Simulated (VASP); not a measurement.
Write the native input for VASP 6.6.1 that does the following.

```yaml
Task: single point
Functional: PBEsol
Potentials_or_basis: VASP PAW PBE potentials, release 64 (Ru_pv, S)
Cutoff: 520 eV
k_mesh: 6 × 6 × 4
Occupations: gaussian, width 0.05 eV
Spin: no spin polarisation
Hubbard_terms: Ru d U = 3 eV
Further_INCAR_settings: ALGO = Normal; EDIFF = 1e-07; NBANDS = 20
```

The structure of RuS2 lies in POSCAR:

```
RuS2
1.0
    3.5211794000      0.0000000000      0.0000000000
   -1.7605897000      3.0494308100      0.0000000000
    0.0000000000      0.0000000000      5.6803931900
Ru S
1 2
Direct
    0.0000000000      0.0000000000      0.0000000000
    0.3333333333      0.6666666667      0.2520000000
    0.6666666667      0.3333333333      0.7480000000
```

The cell comes from a database or a generator and needn't be the stable form of this composition.

The input as run:

INCAR

```
ALGO = Normal ; EDIFF = 1E-7
ENCUT = 520 ; GGA = PS
ISIF = 2 ; ISMEAR = 0
LASPH = T ; LCHARG = F
LDAU = T ; LDAUJ = 0 0
LDAUL = 2 -1 ; LDAUPRINT = 1
LDAUTYPE = 2 ; LDAUU = 3 0
LMAXMIX = 4 ; LREAL = F
LWAVE = F ; NBANDS = 20
NELM = 60 ; PREC = Accurate
SIGMA = 0.05
```

KPOINTS

```
k-points
0
Gamma
  6 6 4
```

Potentials or basis: VASP PAW PBE potentials, release 64 (Ru_pv, S).

Launch:

```console
$ cat potpaw_PBE.64/Ru_pv/POTCAR potpaw_PBE.64/S/POTCAR > POTCAR
$ mpirun -np 1 vasp_std > vasp.out
```

Results of the run:

```
Pressure               : -17.1 GPa
Largest force          : 1.795 eV/Å
Band gap on the k mesh : none (metal or under the smearing width)
```

Caveat: the PAW data sets were made with another functional, which shifts forces and pressure a little; U without spin polarisation on a metal has little footing.

It took 21 s on 1 thread of AMD EPYC 9R45 (Zen 5), on a shared host, peak memory 0.15 GiB.
